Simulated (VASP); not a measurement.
# TaS2: single point with PBE+D3(BJ)

The system is TaS2, a slab with vacuum.

```
S Ta
1.0
     3.32833    0.00000    0.00000
    -1.66416    2.88242    0.00000
     0.00000    0.00000   32.18031
S Ta
2 1
Direct
  0.66667 0.33333 0.45199
  0.33333 0.66667 0.54801
  0.00000 0.00000 0.50000
```

```json
{
 "Program": "VASP 6.6.1",
 "Task": "single point",
 "Functional": "PBE",
 "Dispersion": "D3(BJ)",
 "Potentials or basis": "VASP PAW PBE potentials, release 64 (S, Ta_pv)",
 "Cutoff": "520 eV",
 "k mesh": "15 × 15 × 1",
 "Occupations": "gaussian, width 0.1 eV",
 "Spin": "no spin polarisation"
}
```

The largest force is 0.064 eV/Å, the band gap on the k mesh is none (metal or under the smearing width) and the dispersion energy per atom is -0.288 eV.

Forces in eV/Å, atoms in the order of the input:
```
S    0.000  0.000 -0.064
S    0.000  0.000  0.064
Ta   0.000  0.000  0.000
```

Levels at points of the mesh, in eV from the Fermi level:
```
           k point  band 9  band 10  band 11  band 12  band 13  band 14
(0.00, 0.00, 0.00)   -2.67    -0.62    -0.62     0.20     0.20     0.33
```

Wall time 2.3 min on 1 thread of Intel(R) Xeon(R) 6975P-C (Granite Rapids), on a shared host, peak memory 0.5 GiB.

Spin-orbit coupling is left out, which matters for the levels of Ta.
